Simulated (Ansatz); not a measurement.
TiCo in Ansatz: the effect of functional

Crystal: TiCo.

```
Co Ti
1.0
     3.00589    0.00000    0.00000
     0.00000    3.00589    0.00000
     0.00000    0.00000    3.00589
Co Ti
1 1
Direct
  0.50000 0.50000 0.50000
  0.00000 0.00000 0.00000
```

The cell comes from a database or a generator and needn't be the stable form of this composition.

The cell isn't the ideal one: volume scaled by 1.02.

Alike in all runs:

```yaml
Program: Ansatz 0.2.0
Task: single point
Potentials_or_basis: Ansatz PAW
k_mesh: 9 × 9 × 9
Occupations: fermi-dirac, width 0.05 eV
Spin: collinear spin, ferromagnetic start
Starting_moments: "[2.0, 1.0] μB"
```

```csv
functional,cutoff,pressure (GPa),moment (μB)
LDA,420 eV (not typed: the program's choice for these potentials),?,?
PBEsol,420 eV (not typed: the program's choice for these potentials),-10.9,0.76
r2SCAN,500 eV (not typed: the program's choice for these potentials),-2.6,0.87
```

What does the run with functional LDA give?

Pressure -17.4 GPa; moment 0.51 μB.

Caveats: the PAW data sets come from PBE, with cores solved anew for the run's functional, which leaves a small shift of forces and pressure; the magnetic or orbital state may not be the lowest (some runs); the starting moments weren't kept (some runs).
